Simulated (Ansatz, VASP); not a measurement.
# KCl (Sylvite) in VASP and in Ansatz

INCAR

```
SYSTEM = KCl
ALGO = Normal
EDIFF = 1E-6
ENCUT = 520
GGA = PS
ISIF = 2
ISMEAR = 0
LASPH = .True.
LCHARG = .True.
LELF = .True.
LREAL = .False.
LVHAR = .True.
LWAVE = .False.
NBANDS = 15
NELM = 100
PREC = Accurate
SIGMA = 0.01
```

The input KPOINTS:

```
k-points
0
Gamma
  6 6 6
  0 0 0
```

POSCAR

```
KCl
1.0
    0.0000000000      3.1448471320      3.1448471320
    3.1448471320      0.0000000000      3.1448471320
    3.1448471320      3.1448471320      0.0000000000
K Cl
1 1
Direct
    0.0000000000      0.0000000000      0.0000000000
    0.5000000000      0.5000000000      0.5000000000
```

Input for Ansatz:

```yaml
crystal:
  lattice:
    - [0.0, 3.144847132, 3.144847132]
    - [3.144847132, 0.0, 3.144847132]
    - [3.144847132, 3.144847132, 0.0]
  atoms:
    - { symbol: K, position: [0.0, 0.0, 0.0] }
    - { symbol: Cl, position: [0.5, 0.5, 0.5] }
kpoints:
  mp_grid: { grid: [6, 6, 6] }
hamiltonian:
  xc: pbesol
scf:
  occupations: { method: fixed }
  n_extra_bands: 4
output:
  forces: true
  stress: true
  eigenvalues: true
```

Alike in both runs: task single point; functional PBEsol; k mesh 6 × 6 × 6; no spin polarisation.

|  | VASP | Ansatz |
| --- | --- | --- |
| version | VASP 6.6.1 | Ansatz 0.2.0 |
| potentials or method | VASP PAW PBE potentials, release 64 (K_sv, Cl) | plane waves |
| plane-wave cutoff (eV) | 520 | 420 |
| occupations | gaussian, width 0.01 eV | fixed |
| valence electrons in the cell | 16 | 16 |

```csv
,VASP,Ansatz,Ansatz less VASP
gap on the k mesh at the Fermi level (eV),5.03,5.03,+0.004
pressure (GPa),-0.3,-0.4,-0.04
```

Caveats: the PAW data sets were made with another functional, which shifts forces and pressure a little (VASP). Expect the measured gap to be larger: semilocal functionals such as PBEsol lack the derivative discontinuity.
